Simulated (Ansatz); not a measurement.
Crystal: MoS2.

```
Mo S
1.0
     3.16900    0.00000    0.00000
    -1.58450    2.74443    0.00000
     0.00000    0.00000   12.32400
Mo S
2 4
Direct
  0.66667 0.33333 0.75000
  0.33333 0.66667 0.25000
  0.66667 0.33333 0.37700
  0.33333 0.66667 0.87700
  0.66667 0.33333 0.12300
  0.33333 0.66667 0.62300
```

Base run:

```yaml
Program: Ansatz 0.2.0
Functional: BLYP
Potentials_or_basis: Ansatz PAW
Cutoff: "420 eV (not typed: the program's choice for these potentials)"
k_mesh: 10 × 10 × 3
Occupations: fermi-dirac, width 0.05 eV
Spin: no spin polarisation
```

Its results: band gap on the k mesh 0.94 eV, indirect (least direct gap 1.86 eV); pressure 9.4 GPa; largest force 0.329 eV/Å.

Problem. After a change of settings the same cell gave: band gap on the k mesh 0.85 eV, indirect (least direct gap 1.86 eV); pressure -5.7 GPa; largest force 0.481 eV/Å. Which change was it?
A. functional from BLYP to revPBE
B. functional from BLYP to r2SCAN; cutoff from 420 eV (not typed: the program's choice for these potentials) to 500 eV (not typed: the program's choice for these potentials)
C. functional from BLYP to LDA
D. functional from BLYP to PBEsol

Solution. C.

LDA binds more tightly than BLYP, so the same cell stands under less pressure.

Caveats: the PAW data sets come from PBE, with cores solved anew for the run's functional, which leaves a small shift of forces and pressure; this functional lacks dispersion, which binds the layers, so the pressure and a relaxed spacing across them are unreliable (some runs).

Runs at the PBE level aren't shown here.
